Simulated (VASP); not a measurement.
# Si (Fd-3m) in VASP: further runs

The runs below take Si through single point, with PBE.

Everything below comes from runs of VASP 6.6.1. Logs are shortened: lines on timing, memory, paths and dates and some standing lists are left out, and cuts for length are marked.

### Step 1. The undisturbed crystal

Symmetry: Fd-3m, No. 227, cubic system. The conventional cell has a = 5.444 Å, b = 5.444 Å, c = 5.444 Å, α = 90.00°, β = 90.00°, γ = 90.00°. Si (site symmetry -43m) has 4 Si at 2.36 Å as nearest neighbours.

### Step 2. Single point, PBE (grid = ENCUT=350 dk=0.45 cell=3x3x2 ISMEAR=0 SIGMA=0.05 LREAL=Auto EDIFF=0.0001)

INCAR

```
PREC = Accurate
ENCUT = 350
EDIFF = 1E-4
ISMEAR = 0
SIGMA = 0.05
LREAL = Auto
LASPH = True
NELM = 120
ALGO = Fast
ISIF = 2
LWAVE = False
LCHARG = False
GGA = PE
NBANDS = 84
```

KPOINTS

```
Automatic mesh
0
Gamma
  2 2 3
```

POSCAR

```
Si
1.0
    0.0000000000      8.1655535595      8.1655535595
    8.1655535595      0.0000000000      8.1655535595
    5.4437023730      5.4437023730      0.0000000000
Si
36
Direct
    0.1666666667      0.1666666667      0.2500000000
    0.1666666667      0.1666666667      0.7500000000
    0.1666666667      0.5000000000      0.2500000000
    0.1666666667      0.5000000000      0.7500000000
    0.1666666667      0.8333333333      0.2500000000
    0.1666666667      0.8333333333      0.7500000000
    0.5000000000      0.1666666667      0.2500000000
    0.5000000000      0.1666666667      0.7500000000
    0.5000000000      0.5000000000      0.2500000000
    0.5000000000      0.5000000000      0.7500000000
    0.5000000000      0.8333333333      0.2500000000
    0.5000000000      0.8333333333      0.7500000000
    0.8333333333      0.1666666667      0.2500000000
    0.8333333333      0.1666666667      0.7500000000
    0.8333333333      0.5000000000      0.2500000000
    0.8333333333      0.5000000000      0.7500000000
    0.8333333333      0.8333333333      0.2500000000
    0.8333333333      0.8333333333      0.7500000000
    0.2500000000      0.2500000000      0.3750000000
    0.2500000000      0.2500000000      0.8750000000
    0.2500000000      0.5833333333      0.3750000000
    0.2500000000      0.5833333333      0.8750000000
    0.2500000000      0.9166666667      0.3750000000
    0.2500000000      0.9166666667      0.8750000000
    0.5833333333      0.2500000000      0.3750000000
    0.5833333333      0.2500000000      0.8750000000
    0.5833333333      0.5833333333      0.3750000000
    0.5833333333      0.5833333333      0.8750000000
    0.5833333333      0.9166666667      0.3750000000
    0.5833333333      0.9166666667      0.8750000000
    0.9166666667      0.2500000000      0.3750000000
    0.9166666667      0.2500000000      0.8750000000
    0.9166666667      0.5833333333      0.3750000000
    0.9166666667      0.5833333333      0.8750000000
    0.9166666667      0.9166666667      0.3750000000
    0.9166666667      0.9166666667      0.8750000000
```

Potentials or basis: VASP PAW PBE potentials, release 64 (Si).

Command:

```bash
$ cat potpaw_PBE.64/Si/POTCAR > POTCAR
$ mpirun -np 1 vasp_std > vasp.out
```

OUTCAR:

```text
PREC = Accurate
   ENCUT = 350
   EDIFF = 1E-4
   ISMEAR = 0
   LREAL = Auto
   LASPH = True
   NELM = 120
   ISIF = 2
   GGA = PE

 Found      6 irreducible k-points:

 Following reciprocal coordinates:
            Coordinates               Weight
  0.000000  0.000000  0.000000      1.000000
  0.500000  0.000000  0.000000      2.000000
  0.500000  0.500000  0.000000      1.000000
  0.000000  0.000000  0.333333      2.000000
  0.500000  0.000000  0.333333      4.000000
  0.500000  0.500000  0.333333      2.000000
   k-points           NKPTS =      6   k-points in BZ     NKDIM =      6   number of bands    NBANDS=     84
   number of dos      NEDOS =    301   number of ions     NIONS =     36
   total plane-waves  NPLWV = 235200
   dimension x,y,z NGX =    70 NGY =   70 NGZ =   48
   dimension x,y,z NGXF=   140 NGYF=  140 NGZF=   96
   ions per type =              36
   NGX,Y,Z   is equivalent  to a cutoff of  10.08, 10.08, 10.37 a.u.
   NGXF,Y,Z  is equivalent  to a cutoff of  20.15, 20.15, 20.73 a.u.
 SYSTEM =  unknown system
   PREC   = accura    normal or accurate (medium, high low for compatibility)
   ISTART =      0    job   : 0-new  1-cont  2-samecut
   ICHARG =      2    charge: 1-file 2-atom 10-const
   ISPIN  =      1    spin polarized calculation?
   LNONCOLLINEAR =      F non collinear calculations
   LSORBIT =      F    spin-orbit coupling
   LASPH  =      T    aspherical Exc in radial PAW
   ENCUT  =  350.0 eV  25.72 Ry    5.07 a.u.  17.62 17.62 11.74*2*pi/ulx,y,z
   NELM   =    120;   NELMIN=  2; NELMDL= -5     # of ELM steps
   EDIFF  = 0.1E-03   stopping-criterion for ELM
   LREAL  =      T    real-space projection
   EDIFFG = 0.1E-02   stopping-criterion for IOM
   NSW    =      0    number of steps for IOM
   IBRION =     -1    ionic relax: 0-MD 1-quasi-New 2-CG
   NFREE  =      0    steps in history (QN), initial steepest desc. (CG)
   ISIF   =      2    stress and relaxation
   ISYM   =      2    0-nonsym 1-usesym 2-fastsym
   POTIM  = 0.5000    time-step for ionic-motion
   TEBEG  =    0.0;   TEEND  =   0.0 temperature during run
   PSTRESS=    0.0 pullay stress
   NELECT =     144.0000    total number of electrons
   NUPDOWN=      -1.0000    fix difference up-down
   EMIN   =  10.00;   EMAX   =-10.00  energy-range for DOS
   EFERMI =   0.00;   METHOD = LEGACY
   ISMEAR =     0;   SIGMA  =   0.05  broadening in eV -4-tet -1-fermi 0-gaus
   EFERMI_NEDOS =   21; number of points for ismear=-14 and -15
   IALGO  =     68    algorithm
   IMIX   =      4    mixing-type and parameters
     AMIX     =   0.40;   BMIX     =  1.00
     AMIX_MAG =   1.60;   BMIX_MAG =  1.00
  volume/ion in A,a.u.               =      20.16       136.08
  Fermi-wavevector in a.u.,A,eV,Ry     =   0.954766  1.804247 12.402783  0.911579
  Thomas-Fermi vector in A             =   2.083543
   LORBIT       =      0    0 simple, 1 ext, 2 COOP (PROOUT), +10 PAW based schemes
   GGA     = PE    functional components
   LHFCALC =     F    Hartree Fock is set to
   AEXX    =    0.0000 exact exchange contribution
   IVDW    =     0    specifies the selected vdW correction
   LEPSILON=     F    determine dielectric tensor
   LRPA    =     F    only Hartree local field effects (RPA)
 non-spin polarized calculation
 RMM-DIIS sequential band-by-band and
 Gauss-broadening in eV      SIGMA  =   0.05
  energy-cutoff  :      350.00
  volume of cell :      725.93
 maximum number of plane-waves:     10855
   NGX = 35   NGY = 35   NGZ = 23

 number of electron     143.9999994 magnetization

 Free energy of the ion-electron system (eV)
  ---------------------------------------------------
  ext. energy  EPLUGINS =         0.00000000
  ---------------------------------------------------
  free energy    TOTEN  =      -194.80489027 eV

  energy without entropy =     -194.80489027  energy(sigma->0) =     -194.80489027

 E-fermi :   5.9918     XC(G=0):  -9.3758

 val. band max:        5.7630571111   @ k =   0.0000   0.0000   0.0000
 cond. band min:       6.4860592152   @ k =   0.5000   0.0000   0.0000
 fundamental gap:      0.7230021041
 Fermi energy:         5.9917913239

 k-point     1 :       0.0000    0.0000    0.0000
  band No.  band energies     occupation
      1      -6.1480      2.00000
      2      -4.7801      2.00000
      3      -4.7801      2.00000
      4      -4.7801      2.00000
      5      -4.7801      2.00000
      6      -4.2552      2.00000
[... 76 lines left out ...]
     83       7.5030      0.00000
     84       7.5105      0.00000

 k-point     2 :       0.5000    0.0000    0.0000
  band No.  band energies     occupation
      1      -5.7890      2.00000
      2      -5.7890      2.00000
      3      -4.8566      2.00000
      4      -4.8566      2.00000
      5      -4.0562      2.00000
      6      -4.0562      2.00000
[... 76 lines left out ...]
     83       7.8318      0.00000
     84       8.1112      0.00000

 k-point     3 :       0.5000    0.5000    0.0000
  band No.  band energies     occupation
      1      -5.6667      2.00000
      2      -5.6667      2.00000
      3      -5.2044      2.00000
      4      -5.2044      2.00000
      5      -4.0562      2.00000
      6      -4.0562      2.00000
[... 76 lines left out ...]
     83       7.8040      0.00000
     84       7.8047      0.00000

 k-point     4 :       0.0000    0.0000    0.3333
  band No.  band energies     occupation
      1      -5.7890      2.00000
      2      -4.8566      2.00000
      3      -4.8566      2.00000
      4      -4.8566      2.00000
      5      -4.7801      2.00000
      6      -4.7801      2.00000
[... 76 lines left out ...]
     83       7.7306      0.00000
     84       7.7473      0.00000

 k-point     5 :       0.5000    0.0000    0.3333
  band No.  band energies     occupation
      1      -5.6667      2.00000
      2      -5.2044      2.00000
      3      -5.2044      2.00000
      4      -4.8566      2.00000
      5      -4.8566      2.00000
      6      -4.0562      2.00000
[... 76 lines left out ...]
     83       8.5165      0.00000
     84       8.6045      0.00000

 k-point     6 :       0.5000    0.5000    0.3333
  band No.  band energies     occupation
      1      -5.7890      2.00000
      2      -5.2044      2.00000
      3      -4.8566      2.00000
      4      -4.8566      2.00000
      5      -4.8566      2.00000
      6      -4.0562      2.00000
[... 76 lines left out ...]
     83       8.5561      0.00000
     84       8.5685      0.00000

------------------------ aborting loop because EDIFF is reached ----------------------------------------

  FORCE on cell =-STRESS in cart. coord.  units (eV):
  Direction    XX          YY          ZZ          XY          YZ          ZX
  --------------------------------------------------------------------------------------
  -------------------------------------------------------------------------------------
  Total        5.7458220      5.7458220      5.7577231      0.0102827     -0.0240098     -0.0240098
  in kB       12.6813976     12.6813976     12.7076640      0.0226945     -0.0529912     -0.0529912
  external PRESSURE =      12.6901531 kB  Pullay stress =       0.0000000 kB

 VOLUME and BASIS-vectors are now :
 -----------------------------------------------------------------------------
  energy-cutoff  :      350.00
  volume of cell :      725.93
      direct lattice vectors                 reciprocal lattice vectors
     0.000000000  8.165553559  8.165553559    -0.061232836  0.061232836  0.061232836
     8.165553559  0.000000000  8.165553559     0.061232836 -0.061232836  0.061232836
     5.443702373  5.443702373  0.000000000     0.091849254  0.091849254 -0.091849254

 POSITION                                       TOTAL-FORCE (eV/Angst)
 -----------------------------------------------------------------------------------
      2.72185      2.72185      2.72185         0.000246      0.000246     -0.000118
      5.44370      5.44370      2.72185         0.000246      0.000246     -0.000118
      5.44370      2.72185      5.44370         0.000246      0.000246     -0.000118
      8.16555      5.44370      5.44370         0.000246      0.000246     -0.000118
      8.16555      2.72185      8.16555         0.000246      0.000246     -0.000118
     10.88740      5.44370      8.16555         0.000246      0.000246     -0.000118
[... 28 lines left out ...]
      9.52648      9.52648     14.97018        -0.000246     -0.000246      0.000118
     12.24833     12.24833     14.97018        -0.000246     -0.000246      0.000118
 -----------------------------------------------------------------------------------
    total drift:                                0.000000      0.000000      0.000001

  FREE ENERGIE OF THE ION-ELECTRON SYSTEM (eV)
  ---------------------------------------------------
  free  energy   TOTEN  =      -194.8048902703 eV

  energy  without entropy=     -194.8048902703  energy(sigma->0) =     -194.80489027
```

It took 3 min on 1 thread of Intel Xeon Platinum 8488C (Sapphire Rapids), shared host; peak memory 0.53 GiB.

The run converged, but some of its settings lie outside the range that counts as converged, so its numbers aren't taken as properties of the crystal.

What came out:

* Free energy: -194.8049 eV
* Pressure: 1.3 GPa
* Band gap on the k mesh: 0.72 eV

Caveat: an odd mesh through Γ misses points on the zone boundary, where band edges often lie.

### Step 3. Single point, PBE (grid = ENCUT=500 dk=0.45 cell=3x3x2 ISMEAR=0 SIGMA=0.05 LREAL=Auto EDIFF=1e-06)

Changes to INCAR since step 2:

```diff
@@ -1,4 +1,4 @@
 PREC = Accurate
-ENCUT = 350
-EDIFF = 1E-4
+ENCUT = 500
+EDIFF = 1E-6
 ISMEAR = 0
```

KPOINTS is that of step 2.

POSCAR is that of step 2.

Potentials or basis: VASP PAW PBE potentials, release 64 (Si).

Command:

```bash
$ cat potpaw_PBE.64/Si/POTCAR > POTCAR
$ mpirun -np 1 vasp_std > vasp.out
```

Wall time 7.4 min (1 thread of Intel Xeon Platinum 8488C (Sapphire Rapids), shared host); peak memory 0.86 GiB.

These settings aren't checked as converged: the numbers below hold their error.

Results:

```yaml
Free_energy: -194.8454 eV
Pressure: 1.3 GPa
Band_gap_on_the_k_mesh: 0.72 eV
```

Caveat: an odd mesh through Γ misses points on the zone boundary, where band edges often lie.

### Step 4. Single point, PBE (grid = ENCUT=350 dk=0.35 cell=3x3x3 ISMEAR=0 SIGMA=0.05 LREAL=Auto EDIFF=1e-06)

INCAR

```
SYSTEM = Si
  PREC = Accurate
  ENCUT = 350
  EDIFF = 1E-6
  ISMEAR = 0
  SIGMA = 0.05
  LREAL = Auto
  LASPH = .TRUE.
  NELM = 120
  ALGO = Fast
  ISIF = 2
  LWAVE = .FALSE.
  LCHARG = .FALSE.
  GGA = PE
  NBANDS = 126
```

KPOINTS

```
regular mesh
0
G
  2 2 2
  0 0 0
```

POSCAR

```
Si
1.0
    0.0000000000      8.1655535595      8.1655535595
    8.1655535595      0.0000000000      8.1655535595
    8.1655535595      8.1655535595      0.0000000000
Si
54
Direct
    0.1666666667      0.1666666667      0.1666666667
    0.1666666667      0.1666666667      0.5000000000
    0.1666666667      0.1666666667      0.8333333333
    0.1666666667      0.5000000000      0.1666666667
    0.1666666667      0.5000000000      0.5000000000
    0.1666666667      0.5000000000      0.8333333333
    0.1666666667      0.8333333333      0.1666666667
    0.1666666667      0.8333333333      0.5000000000
    0.1666666667      0.8333333333      0.8333333333
    0.5000000000      0.1666666667      0.1666666667
    0.5000000000      0.1666666667      0.5000000000
    0.5000000000      0.1666666667      0.8333333333
    0.5000000000      0.5000000000      0.1666666667
    0.5000000000      0.5000000000      0.5000000000
    0.5000000000      0.5000000000      0.8333333333
    0.5000000000      0.8333333333      0.1666666667
    0.5000000000      0.8333333333      0.5000000000
    0.5000000000      0.8333333333      0.8333333333
    0.8333333333      0.1666666667      0.1666666667
    0.8333333333      0.1666666667      0.5000000000
    0.8333333333      0.1666666667      0.8333333333
    0.8333333333      0.5000000000      0.1666666667
    0.8333333333      0.5000000000      0.5000000000
    0.8333333333      0.5000000000      0.8333333333
    0.8333333333      0.8333333333      0.1666666667
    0.8333333333      0.8333333333      0.5000000000
    0.8333333333      0.8333333333      0.8333333333
    0.2500000000      0.2500000000      0.2500000000
    0.2500000000      0.2500000000      0.5833333333
    0.2500000000      0.2500000000      0.9166666667
    0.2500000000      0.5833333333      0.2500000000
    0.2500000000      0.5833333333      0.5833333333
    0.2500000000      0.5833333333      0.9166666667
    0.2500000000      0.9166666667      0.2500000000
    0.2500000000      0.9166666667      0.5833333333
    0.2500000000      0.9166666667      0.9166666667
    0.5833333333      0.2500000000      0.2500000000
    0.5833333333      0.2500000000      0.5833333333
    0.5833333333      0.2500000000      0.9166666667
    0.5833333333      0.5833333333      0.2500000000
    0.5833333333      0.5833333333      0.5833333333
    0.5833333333      0.5833333333      0.9166666667
    0.5833333333      0.9166666667      0.2500000000
    0.5833333333      0.9166666667      0.5833333333
    0.5833333333      0.9166666667      0.9166666667
    0.9166666667      0.2500000000      0.2500000000
    0.9166666667      0.2500000000      0.5833333333
    0.9166666667      0.2500000000      0.9166666667
    0.9166666667      0.5833333333      0.2500000000
    0.9166666667      0.5833333333      0.5833333333
    0.9166666667      0.5833333333      0.9166666667
    0.9166666667      0.9166666667      0.2500000000
    0.9166666667      0.9166666667      0.5833333333
    0.9166666667      0.9166666667      0.9166666667
```

Command:

```bash
$ cat potpaw_PBE.64/Si/POTCAR > POTCAR
$ mpirun -np 1 vasp_std > vasp.out
```

Run time: 3.1 min. Hardware: 1 thread of Intel Xeon 6975P-C (Granite Rapids), shared host; peak memory 0.74 GiB.

These settings aren't checked as converged: the numbers below hold their error.

Results:

```
Free energy            : -292.2079 eV
Pressure               : 1.3 GPa
Band gap on the k mesh : 0.72 eV
```

### Step 5. Single point, PBE (grid = ENCUT=350 dk=0.9 cell=3x3x3 ISMEAR=0 SIGMA=0.05 LREAL=Auto EDIFF=1e-06)

INCAR is that of step 4.

KPOINTS

```
regular mesh
0
G
  1 1 1
  0 0 0
```

POSCAR is that of step 4.

Command:

```bash
$ cat potpaw_PBE.64/Si/POTCAR > POTCAR
$ mpirun -np 1 vasp_std > vasp.out
```

It took 80 s on 1 thread of Intel Xeon 6975P-C (Granite Rapids), shared host; peak memory 0.69 GiB.

These settings aren't checked as converged: the numbers below hold their error.

Results:

| Item | Value |
| --- | --- |
| Free energy | -276.2699 eV |
| Pressure | 3.2 GPa |
| Band gap on the k mesh | 0.70 eV |

Caveat: the k mesh is coarse (spacing up to 0.67 Å⁻¹), so the values aren't converged; an odd mesh through Γ misses points on the zone boundary, where band edges often lie.

(Continued in part 2 of 2.)
